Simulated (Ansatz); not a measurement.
**Cu under changes of volume**

One of the cells (11.458 Å³/atom); the others are scaled copies at fixed shape and fractional positions:

```
Cu
1.0
    -1.44279    1.44279    1.37608
     1.44279   -1.44279    1.37608
     1.44279    1.44279   -1.37608
Cu
1
Direct
  0.00000 0.00000 0.00000
```

This isn't the form of Cu at room conditions, which is fcc.

| Property | Result |
| --- | --- |
| Program | Ansatz 0.2.0 |
| Functional | LDA |
| Potentials or basis | all-electron LAPW, scalar-relativistic |
| Cutoff | 322 eV (chosen from the basis error) |
| Basis error allowed | 0.001 eV/atom |
| k mesh | 13 × 13 × 13 |
| Occupations | fermi-dirac, width 0.05 eV |
| Spin | no spin polarisation |

```tsv
volume (Å³/atom)	energy over the lowest point (meV/atom)	pressure (GPa)
10.771	1.08	2.8
11.000	0.00	-1.2
11.229	4.30	-4.7
11.458	?	?
11.687	26.54	-10.5
11.916	43.38	-12.9
12.146	63.42	-15.0
```

Q: What does the run at 11.458 Å³/atom give?

A: Energy over the lowest point 13.34 meV/atom; pressure -7.8 GPa.

Worked out: A Birch-Murnaghan fit of order 3 (a polynomial in V^(-2/3)) to the other rows has its minimum at 10.93 Å³/atom with B0 = V·E''(V) = 188 GPa and B' = 5.3 at fixed shape and positions, which overstates the stiffness. It gives 13.36 meV/atom at 11.458 Å³/atom, against the run's 13.34, and -dE/dV = -7.8 GPa, against -7.8.

Energies are extrapolated to zero smearing.
